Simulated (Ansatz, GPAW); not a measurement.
Mo: programs and potentials compared

```xyz
1
Lattice="-1.5838 1.5838 1.5838 1.5838 -1.5838 1.5838 1.5838 1.5838 -1.5838" Properties=species:S:1:pos:R:3 pbc="T T T"
Mo    0.0000    0.0000    0.0000
```

Alike in all runs: task single point; functional PBE; k mesh 12 × 12 × 12; occupations gaussian, width 0.016 eV; no spin polarisation; no spin-orbit coupling. Pressure is positive in compression and, in plane waves, holds the error of the finite cutoff, which Ansatz's Pulay term estimates and takes out.

```csv
program and potentials,plane-wave cutoff (eV),notes,band gap (eV),pressure (GPa)
"Ansatz, Ansatz PAW",420,-,?,?
"GPAW, GPAW PAW data sets (gpaw-data 1.2.1)",600,-,no gap,-2.30
"Ansatz, all-electron LAPW, scalar-relativistic",-,-,no gap,-1.95
```

Task: Estimate from the other rows what the run with Ansatz, Ansatz PAW gave.

Result: No band gap; pressure -1.93 GPa. Its pressure holds a Pulay term of +0.05 GPa. The other rows, which needn't bracket it: pressure -2.30 to -1.95.
